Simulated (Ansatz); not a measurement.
The system is SnO2.

```
Sn O
1.0
     0.00000    2.57415    2.57415
     2.57415    0.00000    2.57415
     2.57415    2.57415    0.00000
Sn O
1 2
Direct
  0.00000 0.00000 0.00000
  0.75000 0.75000 0.75000
  0.25000 0.25000 0.25000
```

Measurements of this composition are mostly on another form, of space group No. 136.

Base run:

```yaml
Program: Ansatz 0.2.0
Functional: BLYP
Potentials_or_basis: Ansatz PAW
Cutoff: "420 eV (not typed: the program's choice for these potentials)"
k_mesh: 9 × 9 × 9
Occupations: fermi-dirac, width 0.05 eV
Spin: no spin polarisation
```

Its results: band gap on the k mesh none (metal or under the smearing width); pressure 5.9 GPa.

Question: After a change of settings the same cell gave: band gap on the k mesh none (metal or under the smearing width); pressure -12.2 GPa. Which change was it?
A. functional from BLYP to revPBE
B. functional from BLYP to LDA
C. functional from BLYP to r2SCAN; cutoff from 420 eV (not typed: the program's choice for these potentials) to 500 eV (not typed: the program's choice for these potentials)
D. functional from BLYP to PBEsol

Answer: B.

LDA binds more tightly than BLYP, so the same cell stands under less pressure.

Caveats: spin-orbit coupling is left out, which moves the levels of the heavy elements; the PAW data sets come from PBE, with cores solved anew for the run's functional, which leaves a small shift of forces and pressure.

Runs at the PBE level aren't shown here.
